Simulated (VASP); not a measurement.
Cd, 2 atoms in the cell. The structure is hexagonal, space group P6_3/mmc (No. 194). Conventional cell: a = 2.979 Å, b = 2.979 Å, c = 5.618 Å, α = 90.00°, β = 90.00°, γ = 120.00°. Around Cd (site symmetry -6m2) lie 12 Cd at 2.98 to 3.29 Å. 

```yaml
Program: VASP 6.6.1
Task: relaxation of cell and atoms
Functional: r2SCAN
Potentials_or_basis: VASP PAW PBE potentials, release 64 (Cd)
Cutoff: 600 eV
k_mesh: 15 × 15 × 7
Occupations: methfessel-paxton, width 0.1 eV
Spin: no spin polarisation
Further_INCAR_settings: ALGO = Normal; EDIFF = 1e-06; IBRION = 2; EDIFFG = -0.01; NSW = 90; ISIF = 3
```

Potentials or basis: VASP PAW PBE potentials, release 64 (Cd).

Command:

```bash
$ cat potpaw_PBE.64/Cd/POTCAR > POTCAR
$ mpirun -np 1 vasp_std > vasp.out
```

Hardware: 1 thread of Intel(R) Xeon(R) 6975P-C (Granite Rapids), with other jobs on the host.

Problem. How long does it take, and how much memory?

Solution. Run time: 8.5 min on 1 thread of Intel(R) Xeon(R) 6975P-C (Granite Rapids), with other jobs on the host, peak memory 0.22 GiB. Counts: scf iterations 81, k points 108, ion steps 7.
